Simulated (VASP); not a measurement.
Set up this calculation in VASP 6.6.1, as the native input.

```yaml
Task: single point
Functional: PBE
Potentials_or_basis: VASP PAW PBE potentials, release 64 (Rb_sv, Br)
Cutoff: 520 eV
k_mesh: 6 × 6 × 6
Occupations: fermi-dirac, width 0.02 eV
Spin: no spin polarisation
Dipole_correction: no
Further_INCAR_settings: ALGO = Normal; EDIFF = 1e-07; NBANDS = 15
```

The structure of RbBr lies in POSCAR:

```
RbBr
1.0
    0.0000000000      3.4608261073      3.3999155678
    3.4608261073      0.0000000000      3.3999155678
    3.4608261073      3.4608261073      0.0000000000
Rb Br
1 1
Direct
    0.0000000000      0.0000000000      0.0000000000
    0.5000000000      0.5000000000      0.5000000000
```

The cell was built by a generator and needn't be a form met in nature.

The cell isn't the ideal one: uniaxial_z strain -1.8%.

These files were run (other wordings do the same):

INCAR

```
SYSTEM = RbBr
PREC = Accurate
ENCUT = 520
EDIFF = 1E-7
ISMEAR = -1
SIGMA = 0.02
LREAL = .False.
LASPH = .True.
NELM = 100
ALGO = Normal
ISIF = 2
LWAVE = .False.
LCHARG = .False.
GGA = PE
NBANDS = 15
```

KPOINTS

```
regular mesh
0
Gamma
  6 6 6
  0 0 0
```

Potentials or basis: VASP PAW PBE potentials, release 64 (Rb_sv, Br).

Run with:

```sh
$ cat potpaw_PBE.64/Rb_sv/POTCAR potpaw_PBE.64/Br/POTCAR > POTCAR
$ mpirun -np 1 vasp_std > vasp.out
```

It gave:

| Property | Result |
| --- | --- |
| Pressure | 0.9 GPa |
| Band gap on the k mesh | 4.32 eV, direct |

It took 26 s on 1 thread of Intel(R) Xeon(R) Platinum 8488C (Sapphire Rapids), on a shared host, peak memory 0.21 GiB.
